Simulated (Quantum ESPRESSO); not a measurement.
# Pt (Fm-3m) in Quantum ESPRESSO: a series of runs

One crystal, Pt, is run at these levels: LDA; tasks: single point, equation of state.

Program: Quantum ESPRESSO 7.5. These are calculated values, not measurements. Logs are shortened: lines on timing, memory, paths and dates and some standing lists are left out, and cuts for length are marked.

## 1. The crystal as given

It takes space group Fm-3m (No. 225, cubic). The conventional cell has a = 3.922 Å, b = 3.922 Å, c = 3.922 Å, α = 90.00°, β = 90.00°, γ = 90.00°. Pt (site symmetry m-3m) is surrounded by 12 Pt at 2.77 Å.

## 2. Single point, LDA, 14.18 Å³/atom

The input, pw.in:

```
&CONTROL
  calculation = 'scf'
  prefix = 'pwscf'
  outdir = './tmp'
  pseudo_dir = './pseudo'
  tprnfor = .true.
  tstress = .true.
  disk_io = 'nowf'
/
&SYSTEM
  ibrav = 0
  nat = 1
  ntyp = 1
  ecutwfc = 76
  nbnd = 15
  occupations = 'smearing'
  smearing = 'fd'
  degauss = 0.00367493
/
&ELECTRONS
  conv_thr = 2d-10
  electron_maxstep = 120
  mixing_beta = 0.5
/
ATOMIC_SPECIES
Pt   195.0840 Pt.upf
CELL_PARAMETERS angstrom
   0.0000000000    1.9208704006    1.9208704006
   1.9208704006    0.0000000000    1.9208704006
   1.9208704006    1.9208704006    0.0000000000
ATOMIC_POSITIONS crystal
Pt     0.0000000000    0.0000000000    0.0000000000
K_POINTS automatic
12 12 12 0 0 0
```

Potentials or basis: PseudoDojo 0.4.1 SR LDA standard.

Command:

```
$ OMP_NUM_THREADS=1 pw.x -in pw.in > pw.out
```

pw.out:

```text
This program is part of the open-source Quantum ESPRESSO suite
     for quantum simulation of materials; please cite
[... 9 lines left out ...]
     --------------------
     sticks:   dense  smooth     PW     G-vecs:    dense   smooth      PW
     Sum         559     559    169                 8609     8609    1471

     Using Slab Decomposition

     bravais-lattice index     =            0
     lattice parameter (alat)  =       5.1335  a.u.
     unit-cell volume          =      95.6579 (a.u.)^3
     number of atoms/cell      =            1
     number of atomic types    =            1
     number of electrons       =        18.00
     number of Kohn-Sham states=           15
     kinetic-energy cutoff     =      76.0000  Ry
     charge density cutoff     =     304.0000  Ry
     scf convergence threshold =      2.0E-10
     mixing beta               =       0.5000
     number of iterations used =            8  plain     mixing
     Exchange-correlation= SLA  PW   NOGX NOGC
                           (   1   4   0   0   0   0   0)

     celldm(1)=   5.133481  celldm(2)=   0.000000  celldm(3)=   0.000000
     celldm(4)=   0.000000  celldm(5)=   0.000000  celldm(6)=   0.000000

     crystal axes: (cart. coord. in units of alat)
               a(1) = (   0.000000   0.707107   0.707107 )
               a(2) = (   0.707107   0.000000   0.707107 )
               a(3) = (   0.707107   0.707107   0.000000 )

     reciprocal axes: (cart. coord. in units 2 pi/alat)
               b(1) = ( -0.707107  0.707107  0.707107 )
               b(2) = (  0.707107 -0.707107  0.707107 )
               b(3) = (  0.707107  0.707107 -0.707107 )

     PseudoPot. # 1 for Pt read from file:
     Pt.upf
     Pseudo is Norm-conserving + core correction, Zval = 18.0
     Generated using ONCVPSP code by D. R. Hamann
     Using radial grid of 1340 points,  8 beta functions with:
                l(1) =   0
                l(2) =   0
                l(3) =   1
                l(4) =   1
                l(5) =   2
                l(6) =   2
                l(7) =   3
                l(8) =   3

     atomic species   valence    mass     pseudopotential
     Pt               18.00   195.08400     Pt( 1.00)

     48 Sym. Ops., with inversion, found

   Cartesian axes

     site n.     atom                  positions (alat units)
         1        Pt     tau(   1) = (   0.0000000   0.0000000   0.0000000  )

     number of k points=    72  Fermi-Dirac smearing, width (Ry)=  0.0037
                       cart. coord. in units 2pi/alat
        k(    1) = (   0.0000000   0.0000000   0.0000000), wk =   0.0011574
        k(    2) = (   0.0589256   0.0589256  -0.0589256), wk =   0.0092593
        k(    3) = (   0.1178511   0.1178511  -0.1178511), wk =   0.0092593
        k(    4) = (   0.1767767   0.1767767  -0.1767767), wk =   0.0092593
        k(    5) = (   0.2357023   0.2357023  -0.2357023), wk =   0.0092593
        k(    6) = (   0.2946278   0.2946278  -0.2946278), wk =   0.0092593
[... 64 lines left out ...]
        k(   71) = (  -0.7071068   0.2357023   0.0000000), wk =   0.0138889
        k(   72) = (  -0.7071068   0.3535534   0.0000000), wk =   0.0069444

     Dense  grid:     8609 G-vectors     FFT dimensions: (  30,  30,  30)

     Initial potential from superposition of free atoms

     starting charge      17.9999, renormalised to      18.0000
     Starting wfcs are   10 randomized atomic wfcs +    5 random wfcs

     Self-consistent Calculation

     iteration #  1     ecut=    76.00 Ry     beta= 0.50
     Davidson diagonalization with overlap
     ethr =  1.00E-02,  avg # of iterations =  4.3

     Threshold (ethr) on eigenvalues was too large:
     Diagonalizing with lowered threshold

     Davidson diagonalization with overlap
     ethr =  4.29E-04,  avg # of iterations =  1.3

     total energy              =    -261.35647810 Ry
     estimated scf accuracy    <       0.07665960 Ry

     iteration #  2     ecut=    76.00 Ry     beta= 0.50
     Davidson diagonalization with overlap
     ethr =  4.26E-04,  avg # of iterations =  2.1
[... 36 lines left out ...]
     total energy              =    -261.37340470 Ry
     estimated scf accuracy    <          3.6E-09 Ry

     iteration #  8     ecut=    76.00 Ry     beta= 0.50
     Davidson diagonalization with overlap
     ethr =  2.02E-11,  avg # of iterations =  2.0

     End of self-consistent calculation

          k = 0.0000 0.0000 0.0000 (  1067 PWs)   bands (ev):

   -73.7662 -27.5390 -27.5390 -27.5390  14.1986  21.0000  21.0000  21.0000
    23.4235  23.4235  39.6585  44.8959  44.8959  44.8959  50.5562

          k = 0.0589 0.0589-0.0589 (  1055 PWs)   bands (ev):

   -73.7632 -27.5798 -27.5447 -27.5447  14.4955  20.8647  21.1187  21.1187
    23.3561  23.3561  40.1314  43.5832  45.3652  45.3652  52.0222

          k = 0.1179 0.1179-0.1179 (  1067 PWs)   bands (ev):
[... 111 lines left out ...]
   -73.7215 -28.0290 -27.7327 -27.6252  18.1132  20.5028  21.2465  21.7532
    24.0196  27.0801  34.2983  40.5133  42.2971  46.4702  49.7889

          k =-0.0589-0.2946 0.2946 (  1070 PWs)   bands (ev):

   -73.7300 -27.9371 -27.7079 -27.5989  17.8548  20.1833  20.9687  21.9855
    23.0395  25.8701  37.3393  41.2448  43.2558  47.0074  49.2761

          k = 0.0000-0.2357 0.2357 (  1065 PWs)   bands (ev):

   -73.7401 -27.8352 -27.6593 -27.5756  16.9057  20.0487  21.3336  22.1054
    22.4504  24.7224  39.5989  42.2200  45.1304  45.2946  50.2961

          k = 0.3536 0.0000 0.0000 (  1062 PWs)   bands (ev):

   -73.7364 -27.8295 -27.6513 -27.6513  17.1053  19.2420  21.8622  22.8263
    22.8263  24.2814  42.8644  42.8644  42.9956  44.4654  47.2845

          k = 0.4125 0.0589-0.0589 (  1060 PWs)   bands (ev):

   -73.7280 -27.9142 -27.6835 -27.6775  17.7257  18.9638  21.6444  23.1402
    23.9637  24.7078  39.8985  41.6932  42.5779  45.5510  47.0375

          k = 0.4714 0.1179-0.1179 (  1062 PWs)   bands (ev):
[... 11 lines left out ...]
   -73.7123 -28.0342 -27.8267 -27.6802  18.5481  19.8393  21.2857  22.5525
    24.9635  30.1103  31.3886  38.5851  42.5368  43.6903  53.0429

          k =-0.0589-0.4125 0.4125 (  1076 PWs)   bands (ev):

   -73.7151 -28.0011 -27.8401 -27.6550  18.8621  20.0694  20.8100  22.4384
    24.1066  28.4952  34.2206  37.8728  43.1997  44.7558  50.3368

          k = 0.0000-0.3536 0.3536 (  1065 PWs)   bands (ev):

   -73.7215 -27.9681 -27.7940 -27.6253  18.8133  20.0717  20.4952  22.3621
    23.2730  27.2336  36.3254  38.8608  43.0359  47.3175  48.0156

          k = 0.4714 0.0000-0.0000 (  1058 PWs)   bands (ev):

   -73.7216 -27.9682 -27.7071 -27.7071  17.7484  18.5279  22.8143  24.0606
    24.0606  24.7539  40.0434  40.0434  41.0615  44.8336  46.9822

          k = 0.5303 0.0589-0.0589 (  1063 PWs)   bands (ev):
[... 21 lines left out ...]
   -73.7107 -28.0675 -27.7480 -27.7480  17.5499  18.0522  25.1222  25.2135
    25.2437  25.2437  36.8939  37.6899  37.6899  45.6098  48.9145

          k =-0.0589-0.6482 0.6482 (  1070 PWs)   bands (ev):

   -73.7077 -28.0839 -27.7758 -27.7535  17.5815  18.0627  24.3704  24.9256
    25.6381  27.7686  34.5945  37.0163  37.4282  46.4893  49.4080

          k = 0.0000-0.5893 0.5893 (  1075 PWs)   bands (ev):

   -73.7069 -28.0588 -27.8276 -27.7413  17.8703  18.4687  23.1937  24.4502
    25.4355  30.1631  32.6577  36.3586  38.4725  46.8447  50.3956

          k =-0.7071 0.0000 0.0000 (  1090 PWs)   bands (ev):

   -73.7067 -28.1033 -27.7628 -27.7628  17.3979  17.8864  25.2624  25.7827
    25.7827  26.8327  34.6926  36.7374  36.7374  46.1074  49.6401

          k = 0.2357 0.1179 0.0000 (  1058 PWs)   bands (ev):

   -73.7483 -27.7405 -27.6124 -27.5759  16.0207  20.0971  21.5693  21.8459
    22.6385  23.9472  41.3409  42.2392  44.8165  46.6106  49.8256

          k = 0.2946 0.1768-0.0589 (  1067 PWs)   bands (ev):

   -73.7381 -27.8576 -27.6520 -27.5944  17.0540  19.9417  21.2475  22.0443
    23.0060  24.6686  39.2616  42.3713  44.5732  45.8517  50.7589

          k = 0.3536 0.2357-0.1179 (  1074 PWs)   bands (ev):
[... 6 lines left out ...]
   -73.7205 -28.0656 -27.6982 -27.6393  17.8561  20.4896  21.5209  21.7768
    24.8438  26.9956  33.0578  40.6333  42.5639  45.2388  51.7069

          k =-0.2357-0.3536 0.4714 (  1074 PWs)   bands (ev):

   -73.7178 -28.0978 -27.7034 -27.6477  17.8440  20.3739  21.5330  22.2890
    25.1393  28.0982  31.2126  40.3681  42.5668  44.1694  53.1725

          k = 0.3536 0.1179 0.0000 (  1064 PWs)   bands (ev):

   -73.7344 -27.8635 -27.6706 -27.6327  17.3884  19.3826  21.2913  22.8211
    23.0716  24.6827  40.3534  42.2177  43.7560  45.0382  49.3219

          k = 0.4125 0.1768-0.0589 (  1062 PWs)   bands (ev):

   -73.7253 -27.9525 -27.7157 -27.6544  18.1578  19.4173  20.8250  22.8110
    24.0564  25.7950  37.4775  41.1134  42.2864  46.1193  49.4852

          k =-0.2357-0.4714 0.5893 (  1071 PWs)   bands (ev):
[... 11 lines left out ...]
   -73.7151 -28.0389 -27.7923 -27.6646  18.6254  19.9426  21.1411  22.2721
    24.6713  28.7587  32.6416  39.4482  41.7581  45.0013  51.1362

          k =-0.0589-0.2946 0.4125 (  1070 PWs)   bands (ev):

   -73.7205 -27.9893 -27.7745 -27.6401  18.6758  20.2054  20.2803  22.4600
    23.8266  27.2404  35.5426  39.5427  42.3400  46.8473  48.8808

          k = 0.0000-0.2357 0.3536 (  1066 PWs)   bands (ev):

   -73.7290 -27.9240 -27.7230 -27.6137  18.0984  19.7327  20.7651  22.6727
    22.8897  25.9011  38.0280  40.8016  43.2020  46.3022  49.6599

          k = 0.4714 0.1179-0.0000 (  1062 PWs)   bands (ev):

   -73.7206 -27.9756 -27.7284 -27.6965  18.0675  18.7354  21.7145  24.0537
    24.0981  25.7160  38.2112  39.6712  41.3069  46.8463  47.1023

          k =-0.1768-0.5303 0.6482 (  1069 PWs)   bands (ev):
[... 26 lines left out ...]
   -73.7077 -28.0455 -27.8226 -27.7484  18.0825  18.6036  22.5410  24.2060
    25.5463  29.8807  33.2969  36.5975  38.2849  47.5816  50.1222

          k =-0.0000-0.4714 0.5893 (  1077 PWs)   bands (ev):

   -73.7077 -27.9987 -27.8903 -27.7299  18.4547  19.2186  21.6748  23.5631
    25.2579  31.3847  32.4146  35.7072  39.4896  46.8456  52.0254

          k =-0.7071 0.1179-0.0000 (  1068 PWs)   bands (ev):

   -73.7067 -28.0806 -27.7859 -27.7638  17.6916  18.1458  23.8845  24.7923
    25.7838  28.9194  33.8389  36.4675  37.3310  47.3256  49.4172

          k =-0.2357-0.4714 0.7071 (  1058 PWs)   bands (ev):

   -73.7178 -27.9855 -27.7861 -27.6769  18.9106  19.3289  20.3955  23.4593
    24.0542  27.3473  36.2413  38.4982  41.4685  47.8388  48.0833

          k =-0.1768-0.4125 0.6482 (  1072 PWs)   bands (ev):
[... 11 lines left out ...]
   -73.7096 -28.0136 -27.8322 -27.7392  18.6314  19.0247  21.2309  23.8179
    25.2337  29.4260  34.5407  36.4090  39.0153  48.8433  48.9581

          k =-0.0589-0.4125 0.6482 (  1071 PWs)   bands (ev):

   -73.7076 -27.9808 -27.8903 -27.7485  18.8648  19.5067  20.8308  23.2168
    25.5087  31.5172  32.9120  35.7342  38.5129  48.4171  50.6458

          k = 0.0000-0.3536 0.5893 (  1073 PWs)   bands (ev):

   -73.7086 -27.9560 -27.9158 -27.7318  19.1595  19.9112  20.1844  23.0676
    25.2294  30.6035  34.6543  34.8133  39.3574  48.0250  50.0773

          k =-0.7071 0.2357 0.0000 (  1080 PWs)   bands (ev):

   -73.7067 -28.0193 -27.8491 -27.7664  18.4278  18.9140  21.8429  23.6755
    25.7860  31.4665  32.9456  35.5230  37.7541  49.3384  50.4278

          k =-0.7071 0.3536 0.0000 (  1084 PWs)   bands (ev):

   -73.7067 -27.9346 -27.9346 -27.7677  18.9379  20.1619  20.1619  22.9665
    25.7871  32.6593  33.7859  33.7859  37.8350  50.1620  50.1621

     the Fermi energy is    25.2389 ev

!    total energy              =    -261.37340470 Ry
     estimated scf accuracy    <          1.6E-11 Ry
     smearing contrib. (-TS)   =      -0.00108693 Ry
     internal energy E=F+TS    =    -261.37231777 Ry

     The total energy is F=E-TS. E is the sum of the following terms:
     one-electron contribution =     -45.43765326 Ry
     hartree contribution      =      36.09127775 Ry
     xc contribution           =     -47.40769582 Ry
     ewald contribution        =    -204.61824644 Ry

     convergence has been achieved in   8 iterations

     Forces acting on atoms (cartesian axes, Ry/au):

     atom    1 type  1   force =     0.00000000    0.00000000    0.00000000

     Total force =     0.000000     Total SCF correction =     0.000000

     Computing stress (Cartesian axis) and pressure

          total   stress  (Ry/bohr**3)                   (kbar)     P=      124.19
   0.00084423  -0.00000000  -0.00000000          124.19       -0.00       -0.00
  -0.00000000   0.00084423  -0.00000000           -0.00      124.19       -0.00
  -0.00000000  -0.00000000   0.00084423           -0.00       -0.00      124.19

=------------------------------------------------------------------------------=
   JOB DONE.
=------------------------------------------------------------------------------=
```

It took 15 s on 1 thread of Arm Neoverse V2, shared host; peak memory 0.05 GiB.

What came out:

| Item | Value |
| --- | --- |
| Free energy | -3556.1663 eV |
| Pressure | 12.4 GPa |
| Band gap on the k mesh | none (metal or under the smearing width) |

## 3. Single point, LDA, 14.48 Å³/atom

Changes to pw.in since step 2:

```diff
@@ -27,5 +27,5 @@
 CELL_PARAMETERS angstrom
-   0.0000000000    1.9208704006    1.9208704006
-   1.9208704006    0.0000000000    1.9208704006
-   1.9208704006    1.9208704006    0.0000000000
+   0.0000000000    1.9343981026    1.9343981026
+   1.9343981026    0.0000000000    1.9343981026
+   1.9343981026    1.9343981026    0.0000000000
 ATOMIC_POSITIONS crystal
```

Potentials or basis: PseudoDojo 0.4.1 SR LDA standard.

Command:

```
$ OMP_NUM_THREADS=1 pw.x -in pw.in > pw.out
```

Run time: 15 s. Hardware: 1 thread of Arm Neoverse V2, shared host; peak memory 0.05 GiB.

It converged, with:

* Free energy: -3556.1841 eV
* Pressure: 5.0 GPa
* Band gap on the k mesh: none (metal or under the smearing width)

## 4. Single point, LDA, 14.78 Å³/atom

Changes to pw.in since step 3:

```diff
@@ -27,5 +27,5 @@
 CELL_PARAMETERS angstrom
-   0.0000000000    1.9343981026    1.9343981026
-   1.9343981026    0.0000000000    1.9343981026
-   1.9343981026    1.9343981026    0.0000000000
+   0.0000000000    1.9477392008    1.9477392008
+   1.9477392008    0.0000000000    1.9477392008
+   1.9477392008    1.9477392008    0.0000000000
 ATOMIC_POSITIONS crystal
```

Command:

```
$ OMP_NUM_THREADS=1 pw.x -in pw.in > pw.out
```

Run time: 15 s. Hardware: 1 thread of Arm Neoverse V2, shared host; peak memory 0.05 GiB.

The run converged. Its results:

| Property | Result |
| --- | --- |
| Free energy | -3556.1887 eV |
| Pressure | -1.6 GPa |
| Band gap on the k mesh | none (metal or under the smearing width) |

## 5. Single point, LDA, 15.08 Å³/atom

Changes to pw.in since step 4:

```diff
@@ -27,5 +27,5 @@
 CELL_PARAMETERS angstrom
-   0.0000000000    1.9477392008    1.9477392008
-   1.9477392008    0.0000000000    1.9477392008
-   1.9477392008    1.9477392008    0.0000000000
+   0.0000000000    1.9609000000    1.9609000000
+   1.9609000000    0.0000000000    1.9609000000
+   1.9609000000    1.9609000000    0.0000000000
 ATOMIC_POSITIONS crystal
```

Command:

```
$ OMP_NUM_THREADS=1 pw.x -in pw.in > pw.out
```

Run time: 16 s. Hardware: 1 thread of Arm Neoverse V2, shared host; peak memory 0.05 GiB.

It converged, with:

```yaml
Free_energy: -3556.1816 eV
Pressure: -7.4 GPa
Band_gap_on_the_k_mesh: none (metal or under the smearing width)
```

## 6. Single point, LDA, 15.38 Å³/atom

Changes to pw.in since step 5:

```diff
@@ -27,5 +27,5 @@
 CELL_PARAMETERS angstrom
-   0.0000000000    1.9609000000    1.9609000000
-   1.9609000000    0.0000000000    1.9609000000
-   1.9609000000    1.9609000000    0.0000000000
+   0.0000000000    1.9738864712    1.9738864712
+   1.9738864712    0.0000000000    1.9738864712
+   1.9738864712    1.9738864712    0.0000000000
 ATOMIC_POSITIONS crystal
```

Potentials or basis: PseudoDojo 0.4.1 SR LDA standard.

Command:

```
$ OMP_NUM_THREADS=1 pw.x -in pw.in > pw.out
```

It took 16 s on 1 thread of Arm Neoverse V2, shared host; peak memory 0.05 GiB.

It converged, with:

```yaml
Free_energy: -3556.1642 eV
Pressure: -12.5 GPa
Band_gap_on_the_k_mesh: none (metal or under the smearing width)
```

## 7. Single point, LDA, 15.68 Å³/atom

Changes to pw.in since step 6:

```diff
@@ -27,5 +27,5 @@
 CELL_PARAMETERS angstrom
-   0.0000000000    1.9738864712    1.9738864712
-   1.9738864712    0.0000000000    1.9738864712
-   1.9738864712    1.9738864712    0.0000000000
+   0.0000000000    1.9867042750    1.9867042750
+   1.9867042750    0.0000000000    1.9867042750
+   1.9867042750    1.9867042750    0.0000000000
 ATOMIC_POSITIONS crystal
```

Command:

```
$ OMP_NUM_THREADS=1 pw.x -in pw.in > pw.out
```

Wall time 16 s (1 thread of Arm Neoverse V2, shared host); peak memory 0.05 GiB.

It converged, with:

```
Free energy            : -3556.1379 eV
Pressure               : -16.9 GPa
Band gap on the k mesh : none (metal or under the smearing width)
```

## 8. Single point, LDA, 15.98 Å³/atom

Changes to pw.in since step 7:

```diff
@@ -27,5 +27,5 @@
 CELL_PARAMETERS angstrom
-   0.0000000000    1.9867042750    1.9867042750
-   1.9867042750    0.0000000000    1.9867042750
-   1.9867042750    1.9867042750    0.0000000000
+   0.0000000000    1.9993587835    1.9993587835
+   1.9993587835    0.0000000000    1.9993587835
+   1.9993587835    1.9993587835    0.0000000000
 ATOMIC_POSITIONS crystal
```

Command:

```
$ OMP_NUM_THREADS=1 pw.x -in pw.in > pw.out
```

Run time: 16 s. Hardware: 1 thread of Arm Neoverse V2, shared host; peak memory 0.05 GiB.

Results (log left out):

```yaml
Free_energy: -3556.1037 eV
Pressure: -20.8 GPa
Band_gap_on_the_k_mesh: none (metal or under the smearing width)
```

## 9. Equation of state, LDA

Potentials or basis: PseudoDojo 0.4.1 SR LDA standard.

This step only gathers the single runs of the series.

What came out:

* Equilibrium volume: 14.74 Å³/atom
* Bulk modulus: 307 GPa
* Pressure derivative of the bulk modulus: 5.3

Energy against volume, from the lowest point:
| volume (Å³/atom) | energy (meV/atom) |
| --- | --- |
| 14.175 | 22.33 |
| 14.477 | 4.56 |
| 14.778 | 0.00 |
| 15.080 | 7.11 |
| 15.381 | 24.45 |
| 15.683 | 50.77 |
| 15.985 | 84.97 |
